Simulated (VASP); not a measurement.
Set up this calculation in VASP 6.6.1, as the native input.

| Item | Value |
| --- | --- |
| Task | density of states |
| Functional | PBE |
| Potentials or basis | VASP PAW PBE potentials, release 64 (Co, O) |
| Cutoff | 520 eV |
| k mesh | 10 × 10 × 5 |
| Occupations | fermi-dirac, width 0.05 eV |
| Spin | collinear spin, antiferromagnetic start |
| Starting moments | [2.0, -2.0, 0.0, 0.0] μB |
| Hubbard terms | Co d U = 3 eV |
| Supercell matrix | [1, 0, 0, 0, 1, 0, 0, 0, 2] |
| k mesh for the DOS | 15 × 15 × 8 |
| Occupations for the DOS | tetrahedron |
| Further INCAR settings | ALGO = Normal; EDIFF = 1e-06; NBANDS = 27 |

CoO:

```xyz
4
Lattice="2.5705 0.0000 0.0000 0.0000 2.5705 0.0000 0.0000 0.0000 5.1411" Properties=species:S:1:pos:R:3 pbc="T T T"
Co    0.0000    0.0000    0.0000
Co    0.0000    0.0000    2.5705
O     1.2853    1.2853    1.2853
O     1.2853    1.2853    3.8558
```

Measurements of this composition are mostly on another form, of space group No. 225.

The input as run:

POSCAR

```
CoO
1.0
    2.5705263100      0.0000000000      0.0000000000
    0.0000000000      2.5705263100      0.0000000000
    0.0000000000      0.0000000000      5.1410526200
Co O
2 2
Direct
    0.0000000000      0.0000000000      0.0000000000
    0.0000000000      0.0000000000      0.5000000000
    0.5000000000      0.5000000000      0.2500000000
    0.5000000000      0.5000000000      0.7500000000
```

INCAR.step1

```
SYSTEM = CoO
  ALGO = Normal
  EDIFF = 1E-6
  ENCUT = 520
  GGA = PE
  ISIF = 2
  ISMEAR = -1
  ISPIN = 2
  LASPH = .True.
  LCHARG = .True.
  LDAU = .True.
  LDAUJ = 0 0
  LDAUL = 2 -1
  LDAUPRINT = 1
  LDAUTYPE = 2
  LDAUU = 3 0
  LMAXMIX = 4
  LREAL = .False.
  LWAVE = .False.
  MAGMOM = 2 -2 0 0
  NBANDS = 27
  NELM = 120
  PREC = Accurate
  SIGMA = 0.05
```

KPOINTS.step1

```
k-points
0
Gamma
  10 10 5
  0 0 0
```

INCAR.step2

```
SYSTEM = CoO
  ALGO = Normal
  EDIFF = 1E-6
  ENCUT = 520
  GGA = PE
  ICHARG = 11
  ISIF = 2
  ISMEAR = -5
  ISPIN = 2
  LASPH = .True.
  LCHARG = .False.
  LDAU = .True.
  LDAUJ = 0 0
  LDAUL = 2 -1
  LDAUPRINT = 1
  LDAUTYPE = 2
  LDAUU = 3 0
  LMAXMIX = 4
  LORBIT = 10
  LREAL = .False.
  LWAVE = .False.
  MAGMOM = 2 -2 0 0
  NBANDS = 27
  NEDOS = 2001
  NELM = 120
  PREC = Accurate
  SIGMA = 0.05
```

KPOINTS.step2

```
k-points
0
Gamma
  15 15 8
  0 0 0
```

Potentials or basis: VASP PAW PBE potentials, release 64 (Co, O).

Launch:

```console
$ cat potpaw_PBE.64/Co/POTCAR potpaw_PBE.64/O/POTCAR > POTCAR
$ cp INCAR.step1 INCAR
$ cp KPOINTS.step1 KPOINTS
$ mpirun -np 1 vasp_std > vasp.out
$ cp INCAR.step2 INCAR
$ cp KPOINTS.step2 KPOINTS
$ mpirun -np 1 vasp_std > vasp.out
```

It gave:

```json
{
 "Net moment": "0.00 μB per cell",
 "Site moments": "Co +2.56, -2.56; O +0.00 μB",
 "Valence electrons inside the program's atomic spheres": "Co 7.88; O 4.99"
}
```

It took 3.5 min on 1 thread of Intel(R) Xeon(R) Platinum 8488C (Sapphire Rapids) (shared host), peak memory 0.33 GiB.
